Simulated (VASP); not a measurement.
# Cs (Im-3m) in VASP: a series of runs

One crystal, Cs, is run at these levels: PBE; tasks: single point.

Everything below comes from runs of VASP 6.6.1. Logs are shortened: lines on timing, memory, paths and dates and some standing lists are left out, and cuts for length are marked.

**1. The structure**

Symmetry: Im-3m, No. 229, cubic system. Conventional cell: a = 6.257 Å, b = 6.257 Å, c = 6.257 Å, α = 90.00°, β = 90.00°, γ = 90.00°.

**2. Single point, PBE**

Input file INCAR:

```
ADDGRID  = False        
ALGO     = Normal         # electronic algorithm
EDIFF    = 1E-6           # SCF threshold, eV
ENCUT    = 350            # plane-wave cutoff, eV
GGA      = PE             # functional
ISIF     = 2              # what is computed and relaxed
ISMEAR   = 0              # smearing method
LASPH    = True           # aspherical terms in the spheres
LCHARG   = False          # write CHGCAR
LREAL    = False          # projectors in reciprocal space
LWAVE    = False          # write WAVECAR
NBANDS   = 10             # bands
NELM     = 100            # most SCF steps
PREC     = Accurate       # precision mode
SIGMA    = 0.15           # smearing width, eV
```

Input file KPOINTS:

```
k-points
0
Gamma
  6 6 6
```

Input file POSCAR:

```
Cs
1.0
   -3.1284650614      3.1284650614      3.1284650614
    3.1284650614     -3.1284650614      3.1284650614
    3.1284650614      3.1284650614     -3.1284650614
Cs
1
Direct
    0.0000000000      0.0000000000      0.0000000000
```

Potentials or basis: VASP PAW PBE potentials, release 64 (Cs_sv).

Command:

```sh
$ cat potpaw_PBE.64/Cs_sv/POTCAR > POTCAR
$ mpirun -np 1 vasp_std > vasp.out
```

OUTCAR:

```text
EDIFF = 1E-6
   ENCUT = 350
   GGA = PE
   ISIF = 2
   ISMEAR = 0
   LASPH = True
   LREAL = False
   NELM = 100
   PREC = Accurate

 Found     16 irreducible k-points:

 Following reciprocal coordinates:
            Coordinates               Weight
  0.000000  0.000000  0.000000      1.000000
  0.166667  0.000000  0.000000     12.000000
  0.333333  0.000000  0.000000     12.000000
  0.500000  0.000000  0.000000      6.000000
  0.166667  0.166667  0.000000     24.000000
  0.333333  0.166667  0.000000     48.000000
   k-points           NKPTS =     16   k-points in BZ     NKDIM =     16   number of bands    NBANDS=     10
   number of dos      NEDOS =    301   number of ions     NIONS =      1
   total plane-waves  NPLWV =  46656
   dimension x,y,z NGX =    36 NGY =   36 NGZ =   36
   dimension x,y,z NGXF=    72 NGYF=   72 NGZF=   72
   ions per type =               1
   NGX,Y,Z   is equivalent  to a cutoff of  11.04, 11.04, 11.04 a.u.
   NGXF,Y,Z  is equivalent  to a cutoff of  22.09, 22.09, 22.09 a.u.
 SYSTEM =  unknown system
   PREC   = accura    normal or accurate (medium, high low for compatibility)
   ISTART =      0    job   : 0-new  1-cont  2-samecut
   ICHARG =      2    charge: 1-file 2-atom 10-const
   ISPIN  =      1    spin polarized calculation?
   LNONCOLLINEAR =      F non collinear calculations
   LSORBIT =      F    spin-orbit coupling
   LASPH  =      T    aspherical Exc in radial PAW
   ENCUT  =  350.0 eV  25.72 Ry    5.07 a.u.   8.27  8.27  8.27*2*pi/ulx,y,z
   NELM   =    100;   NELMIN=  2; NELMDL= -5     # of ELM steps
   EDIFF  = 0.1E-05   stopping-criterion for ELM
   LREAL  =      F    real-space projection
   EDIFFG = 0.1E-04   stopping-criterion for IOM
   NSW    =      0    number of steps for IOM
   IBRION =     -1    ionic relax: 0-MD 1-quasi-New 2-CG
   NFREE  =      0    steps in history (QN), initial steepest desc. (CG)
   ISIF   =      2    stress and relaxation
   ISYM   =      2    0-nonsym 1-usesym 2-fastsym
   POTIM  = 0.5000    time-step for ionic-motion
   TEBEG  =    0.0;   TEEND  =   0.0 temperature during run
   PSTRESS=    0.0 pullay stress
   NELECT =       9.0000    total number of electrons
   NUPDOWN=      -1.0000    fix difference up-down
   EMIN   =  10.00;   EMAX   =-10.00  energy-range for DOS
   EFERMI =   0.00;   METHOD = LEGACY
   ISMEAR =     0;   SIGMA  =   0.15  broadening in eV -4-tet -1-fermi 0-gaus
   EFERMI_NEDOS =   21; number of points for ismear=-14 and -15
   IALGO  =     38    algorithm
   IMIX   =      4    mixing-type and parameters
     AMIX     =   0.40;   BMIX     =  1.00
     AMIX_MAG =   1.60;   BMIX_MAG =  1.00
  volume/ion in A,a.u.               =     122.48       826.51
  Fermi-wavevector in a.u.,A,eV,Ry     =   0.685706  1.295796  6.397353  0.470192
  Thomas-Fermi vector in A             =   1.765724
   LORBIT       =      0    0 simple, 1 ext, 2 COOP (PROOUT), +10 PAW based schemes
   GGA     = PE    functional components
   LHFCALC =     F    Hartree Fock is set to
   AEXX    =    0.0000 exact exchange contribution
   IVDW    =     0    specifies the selected vdW correction
   LEPSILON=     F    determine dielectric tensor
   LRPA    =     F    only Hartree local field effects (RPA)
 non-spin polarized calculation
 Gauss-broadening in eV      SIGMA  =   0.15
  energy-cutoff  :      350.00
  volume of cell :      122.48
 maximum number of plane-waves:      1878
 NGX is ok and might be reduce to    36
   NGX = 17   NGY = 17   NGZ = 17

 number of electron       8.9999998 magnetization

 Free energy of the ion-electron system (eV)
  ---------------------------------------------------
  ext. energy  EPLUGINS =         0.00000000
  ---------------------------------------------------
  free energy    TOTEN  =        -0.84957888 eV

  energy without entropy =       -0.82715742  energy(sigma->0) =       -0.83836815

 E-fermi :   0.3036     XC(G=0):  -5.2514

 val. band max:        0.1829605170   @ k =   0.1667   0.1667   0.1667
 cond. band min:       0.3250937539   @ k =   0.3333   0.1667   0.0000
 fundamental gap:      0.1421332369
 Fermi energy:         0.3036465185

 k-point     1 :       0.0000    0.0000    0.0000
  band No.  band energies     occupation
      1     -23.5900      2.00000
      2     -10.3433      2.00000
      3     -10.3433      2.00000
      4     -10.3433      2.00000
      5      -1.3125      2.00000
      6       2.7548      0.00000
      7       2.7548      0.00000
      8       2.7548      0.00000
      9       3.5705      0.00000
     10       3.5705      0.00000

 k-point     2 :       0.1667    0.0000    0.0000
  band No.  band energies     occupation
      1     -23.5888      2.00000
      2     -10.3715      2.00000
      3     -10.3526      2.00000
      4     -10.3432      2.00000
      5      -1.0297      2.00000
      6       2.4144      0.00000
      7       2.4861      0.00000
      8       3.0390      0.00000
      9       3.3578      0.00000
     10       3.5412      0.00000

 k-point     3 :       0.3333    0.0000    0.0000
  band No.  band energies     occupation
      1     -23.5863      2.00000
      2     -10.4265      2.00000
      3     -10.3711      2.00000
      4     -10.3432      2.00000
      5      -0.2905      2.00000
      6       1.6329      0.00000
      7       2.1013      0.00000
      8       3.4915      0.00000
      9       3.6718      0.00000
     10       3.8556      0.00000

 k-point     4 :       0.5000    0.0000    0.0000
  band No.  band energies     occupation
      1     -23.5851      2.00000
      2     -10.4533      2.00000
      3     -10.3803      2.00000
      4     -10.3432      2.00000
      5       0.3610      0.58845
      6       1.1134      0.00000
      7       1.9496      0.00000
      8       3.3861      0.00000
      9       3.9900      0.00000
     10       4.5047      0.00000

 k-point     5 :       0.1667    0.1667    0.0000
  band No.  band energies     occupation
      1     -23.5869      2.00000
      2     -10.4089      2.00000
      3     -10.3642      2.00000
      4     -10.3496      2.00000
      5      -0.5094      2.00000
      6       1.9127      0.00000
      7       2.1164      0.00000
      8       3.2642      0.00000
      9       3.5429      0.00000
     10       3.8346      0.00000

 k-point     6 :       0.3333    0.1667    0.0000
  band No.  band energies     occupation
      1     -23.5851      2.00000
      2     -10.4395      2.00000
      3     -10.3859      2.00000
      4     -10.3519      2.00000
      5       0.3251      0.83976
      6       1.3111      0.00000
      7       1.8229      0.00000
      8       3.3112      0.00000
      9       3.8124      0.00000
     10       4.2352      0.00000

 [... further k-points ...]

------------------------ aborting loop because EDIFF is reached ----------------------------------------

  FORCE on cell =-STRESS in cart. coord.  units (eV):
  Direction    XX          YY          ZZ          XY          YZ          ZX
  --------------------------------------------------------------------------------------
  -------------------------------------------------------------------------------------
  Total       -0.0736883     -0.0736883     -0.0736883      0.0000000     -0.0000000     -0.0000000
  in kB       -0.9639511     -0.9639511     -0.9639511      0.0000000     -0.0000000     -0.0000000
  external PRESSURE =      -0.9639511 kB  Pullay stress =       0.0000000 kB

 VOLUME and BASIS-vectors are now :
 -----------------------------------------------------------------------------
  energy-cutoff  :      350.00
  volume of cell :      122.48
      direct lattice vectors                 reciprocal lattice vectors
    -3.128465061  3.128465061  3.128465061     0.000000000  0.159822785  0.159822785
     3.128465061 -3.128465061  3.128465061     0.159822785  0.000000000  0.159822785
     3.128465061  3.128465061 -3.128465061     0.159822785  0.159822785  0.000000000

 POSITION                                       TOTAL-FORCE (eV/Angst)
 -----------------------------------------------------------------------------------
      0.00000      0.00000      0.00000         0.000000      0.000000      0.000000
 -----------------------------------------------------------------------------------
    total drift:                               -0.000000      0.000000      0.000000

  FREE ENERGIE OF THE ION-ELECTRON SYSTEM (eV)
  ---------------------------------------------------
  free  energy   TOTEN  =        -0.8495788817 eV

  energy  without entropy=       -0.8271574185  energy(sigma->0) =       -0.83836815
```

It took 7.8 s on 1 thread of Intel Xeon Platinum 8375C at 2.90GHz (Ice Lake), shared host; peak memory 0.19 GiB.

The run converged, but some of its settings lie outside the range that counts as converged, so its numbers aren't taken as properties of the crystal.

Results:

```yaml
Free_energy: -0.8496 eV
Pressure: -0.1 GPa
Band_gap_on_the_k_mesh: none (metal or under the smearing width)
```

**3. Single point, PBE**

INCAR, as its differences from that of step 2:

```diff
@@ -3,3 +3,3 @@
 EDIFF    = 1E-6           # SCF threshold, eV
-ENCUT    = 350            # plane-wave cutoff, eV
+ENCUT    = 550            # plane-wave cutoff, eV
 GGA      = PE             # functional
```

Input file KPOINTS:

```
k-points
0
Gamma
  5 5 5
```

POSCAR is that of step 2.

Potentials or basis: VASP PAW PBE potentials, release 64 (Cs_sv).

Command:

```sh
$ cat potpaw_PBE.64/Cs_sv/POTCAR > POTCAR
$ mpirun -np 1 vasp_std > vasp.out
```

Wall time 12 s (1 thread of Intel Xeon Platinum 8375C at 2.90GHz (Ice Lake), shared host); peak memory 0.23 GiB.

The run converged, but some of its settings lie outside the range that counts as converged, so its numbers aren't taken as properties of the crystal.

Results:

```yaml
Free_energy: -0.8632 eV
Pressure: -0.1 GPa
Band_gap_on_the_k_mesh: none (metal or under the smearing width)
```

**4. Single point, PBE**

INCAR, as its differences from that of step 3:

```diff
@@ -3,3 +3,3 @@
 EDIFF    = 1E-6           # SCF threshold, eV
-ENCUT    = 550            # plane-wave cutoff, eV
+ENCUT    = 400            # plane-wave cutoff, eV
 GGA      = PE             # functional
```

Input file KPOINTS:

```
k-points
0
Gamma
  6 6 6
```

POSCAR is that of step 3.

Command:

```sh
$ cat potpaw_PBE.64/Cs_sv/POTCAR > POTCAR
$ mpirun -np 1 vasp_std > vasp.out
```

Run time: 9.3 s. Hardware: 1 thread of Intel Xeon Platinum 8375C at 2.90GHz (Ice Lake), shared host; peak memory 0.19 GiB.

These settings aren't checked as converged: the numbers below hold their error.

Results:

```yaml
Free_energy: -0.8498 eV
Pressure: -0.1 GPa
Band_gap_on_the_k_mesh: none (metal or under the smearing width)
```

**5. Single point, PBE**

INCAR, as its differences from that of step 4:

```diff
@@ -3,3 +3,3 @@
 EDIFF    = 1E-6           # SCF threshold, eV
-ENCUT    = 400            # plane-wave cutoff, eV
+ENCUT    = 250            # plane-wave cutoff, eV
 GGA      = PE             # functional
```

Input file KPOINTS:

```
k-points
0
Gamma
  8 8 8
```

POSCAR is that of step 4.

Potentials or basis: VASP PAW PBE potentials, release 64 (Cs_sv).

Command:

```sh
$ cat potpaw_PBE.64/Cs_sv/POTCAR > POTCAR
$ mpirun -np 1 vasp_std > vasp.out
```

OUTCAR:

```text
EDIFF = 1E-6
   ENCUT = 250
   GGA = PE
   ISIF = 2
   ISMEAR = 0
   LASPH = True
   LREAL = False
   NELM = 100
   PREC = Accurate

 Found     29 irreducible k-points:

 Following reciprocal coordinates:
            Coordinates               Weight
  0.000000  0.000000  0.000000      1.000000
  0.125000  0.000000  0.000000     12.000000
  0.250000  0.000000  0.000000     12.000000
  0.375000  0.000000  0.000000     12.000000
  0.500000  0.000000  0.000000      6.000000
  0.125000  0.125000  0.000000     24.000000
   k-points           NKPTS =     29   k-points in BZ     NKDIM =     29   number of bands    NBANDS=     10
   number of dos      NEDOS =    301   number of ions     NIONS =      1
   total plane-waves  NPLWV =  21952
   dimension x,y,z NGX =    28 NGY =   28 NGZ =   28
   dimension x,y,z NGXF=    56 NGYF=   56 NGZF=   56
   ions per type =               1
   NGX,Y,Z   is equivalent  to a cutoff of   8.59,  8.59,  8.59 a.u.
   NGXF,Y,Z  is equivalent  to a cutoff of  17.18, 17.18, 17.18 a.u.
 SYSTEM =  unknown system
   PREC   = accura    normal or accurate (medium, high low for compatibility)
   ISTART =      0    job   : 0-new  1-cont  2-samecut
   ICHARG =      2    charge: 1-file 2-atom 10-const
   ISPIN  =      1    spin polarized calculation?
   LNONCOLLINEAR =      F non collinear calculations
   LSORBIT =      F    spin-orbit coupling
   LASPH  =      T    aspherical Exc in radial PAW
   ENCUT  =  250.0 eV  18.37 Ry    4.29 a.u.   6.99  6.99  6.99*2*pi/ulx,y,z
   NELM   =    100;   NELMIN=  2; NELMDL= -5     # of ELM steps
   EDIFF  = 0.1E-05   stopping-criterion for ELM
   LREAL  =      F    real-space projection
   EDIFFG = 0.1E-04   stopping-criterion for IOM
   NSW    =      0    number of steps for IOM
   IBRION =     -1    ionic relax: 0-MD 1-quasi-New 2-CG
   NFREE  =      0    steps in history (QN), initial steepest desc. (CG)
   ISIF   =      2    stress and relaxation
   ISYM   =      2    0-nonsym 1-usesym 2-fastsym
   POTIM  = 0.5000    time-step for ionic-motion
   TEBEG  =    0.0;   TEEND  =   0.0 temperature during run
   PSTRESS=    0.0 pullay stress
   NELECT =       9.0000    total number of electrons
   NUPDOWN=      -1.0000    fix difference up-down
   EMIN   =  10.00;   EMAX   =-10.00  energy-range for DOS
   EFERMI =   0.00;   METHOD = LEGACY
   ISMEAR =     0;   SIGMA  =   0.15  broadening in eV -4-tet -1-fermi 0-gaus
   EFERMI_NEDOS =   21; number of points for ismear=-14 and -15
   IALGO  =     38    algorithm
   IMIX   =      4    mixing-type and parameters
     AMIX     =   0.40;   BMIX     =  1.00
     AMIX_MAG =   1.60;   BMIX_MAG =  1.00
  volume/ion in A,a.u.               =     122.48       826.51
  Fermi-wavevector in a.u.,A,eV,Ry     =   0.685706  1.295796  6.397353  0.470192
  Thomas-Fermi vector in A             =   1.765724
   LORBIT       =      0    0 simple, 1 ext, 2 COOP (PROOUT), +10 PAW based schemes
   GGA     = PE    functional components
   LHFCALC =     F    Hartree Fock is set to
   AEXX    =    0.0000 exact exchange contribution
   IVDW    =     0    specifies the selected vdW correction
   LEPSILON=     F    determine dielectric tensor
   LRPA    =     F    only Hartree local field effects (RPA)
 non-spin polarized calculation
 Gauss-broadening in eV      SIGMA  =   0.15
  energy-cutoff  :      250.00
  volume of cell :      122.48
 maximum number of plane-waves:      1144
   NGX = 13   NGY = 13   NGZ = 13

 number of electron       8.9999986 magnetization

 Free energy of the ion-electron system (eV)
  ---------------------------------------------------
  ext. energy  EPLUGINS =         0.00000000
  ---------------------------------------------------
  free energy    TOTEN  =        -0.85452304 eV

  energy without entropy =       -0.83646995  energy(sigma->0) =       -0.84549650

 E-fermi :   0.3055     XC(G=0):  -5.2520

 val. band max:        0.2069541843   @ k =   0.2500   0.1250   0.1250
 cond. band min:       0.3139837180   @ k =   0.2500   0.2500   0.0000
 fundamental gap:      0.1070295337
 Fermi energy:         0.3055069312

 k-point     1 :       0.0000    0.0000    0.0000
  band No.  band energies     occupation
      1     -23.5867      2.00000
      2     -10.3438      2.00000
      3     -10.3438      2.00000
      4     -10.3438      2.00000
      5      -1.3127      2.00000
      6       2.7550      0.00000
      7       2.7550      0.00000
      8       2.7550      0.00000
      9       3.5697      0.00000
     10       3.5697      0.00000

 k-point     2 :       0.1250    0.0000    0.0000
  band No.  band energies     occupation
      1     -23.5863      2.00000
      2     -10.3604      2.00000
      3     -10.3493      2.00000
      4     -10.3438      2.00000
      5      -1.1515      2.00000
      6       2.5777      0.00000
      7       2.5881      0.00000
      8       2.9155      0.00000
      9       3.3757      0.00000
     10       3.5454      0.00000
[... 40 lines left out ...]
 k-point     6 :       0.1250    0.1250    0.0000
  band No.  band energies     occupation
      1     -23.5850      2.00000
      2     -10.3875      2.00000
      3     -10.3555      2.00000
      4     -10.3477      2.00000
      5      -0.8442      2.00000
      6       2.2242      0.00000
      7       2.3260      0.00000
      8       3.2252      0.00000
      9       3.2422      0.00000
     10       3.7032      0.00000

 [... further k-points ...]
[... 5 lines left out ...]
  --------------------------------------------------------------------------------------
  -------------------------------------------------------------------------------------
  Total       -0.0831992     -0.0831992     -0.0831992      0.0000000     -0.0000000     -0.0000000
  in kB       -1.0883681     -1.0883681     -1.0883681      0.0000000     -0.0000000     -0.0000000
  external PRESSURE =      -1.0883681 kB  Pullay stress =       0.0000000 kB

 VOLUME and BASIS-vectors are now :
 -----------------------------------------------------------------------------
  energy-cutoff  :      250.00
  volume of cell :      122.48
      direct lattice vectors                 reciprocal lattice vectors
    -3.128465061  3.128465061  3.128465061     0.000000000  0.159822785  0.159822785
     3.128465061 -3.128465061  3.128465061     0.159822785  0.000000000  0.159822785
     3.128465061  3.128465061 -3.128465061     0.159822785  0.159822785  0.000000000

 POSITION                                       TOTAL-FORCE (eV/Angst)
 -----------------------------------------------------------------------------------
      0.00000      0.00000      0.00000         0.000000      0.000000      0.000000
 -----------------------------------------------------------------------------------
    total drift:                               -0.000000     -0.000000     -0.000000

  FREE ENERGIE OF THE ION-ELECTRON SYSTEM (eV)
  ---------------------------------------------------
  free  energy   TOTEN  =        -0.8545230409 eV

  energy  without entropy=       -0.8364699497  energy(sigma->0) =       -0.84549650
```

Run time: 10 s. Hardware: 1 thread of Intel Xeon Platinum 8375C at 2.90GHz (Ice Lake), shared host; peak memory 0.15 GiB.

These settings aren't checked as converged: the numbers below hold their error.

Results:

- Free energy: -0.8545 eV
- Band gap on the k mesh: none (metal or under the smearing width)

Caveat: the cutoff is under 1.25 times the usual one of these potentials, so pressure, stress and relaxed cells hold a basis-set (Pulay) error.
